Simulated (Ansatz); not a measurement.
Cr: a prediction, then the measurements

Level of theory: DFT PBE, scalar-relativistic, plane waves, PAW (Ansatz 0.2.0).

Plane waves to 420 eV, a k mesh through Γ of 14×14×14 on the computed 2-atom cell and Gaussian smearing (0.10 eV); collinear spin from starting moments -1.11 1.11 μB.

Relaxed structure, symmetry kept:

Space group Im-3m (No. 229). a = 2.866 Å, b = 2.866 Å, c = 2.866 Å, α = 90.00°, β = 90.00°, γ = 90.00°
```csv
atom,site,symmetry,x,y,z
Cr,2a,m-3m,0.0000,0.0000,0.0000
```

```json
{"Space group": "Im-3m (No. 229)", "Volume per atom": "11.77 Å³", "Formation energy from the elements' standard states (uncorrected)": "0.000 eV/atom", "Kohn–Sham band gap": "none (metal)", "Density of states at the Fermi level": "0.59 states/eV per cell", "Löwdin character within 0.5 eV of the Fermi level": "Cr 3d 89 %, unprojected 6 %", "Bulk modulus": "183 GPa", "Its pressure derivative": "6.3", "Bader charges (e)": "Cr (2 in the cell) 0.00", "Total moment": "0.00 μB per cell", "Site moments (μB; atoms counted from 1 over the whole cell)": "Cr (atom 1) -1.01, Cr (atom 2) 1.01"}
```

Only this magnetic start was tried.

**Experimental background.**

From a printed reference work, textbook, for a bulk crystal of Cr at 298 K: lattice constant a 2.884 Å.

Against the measured lattice constant a of Cr, 2.884 Å (298 K; a printed reference work, textbook), the calculated 2.866 Å is off by -0.6 %. The calculation is for 0 K without zero-point motion.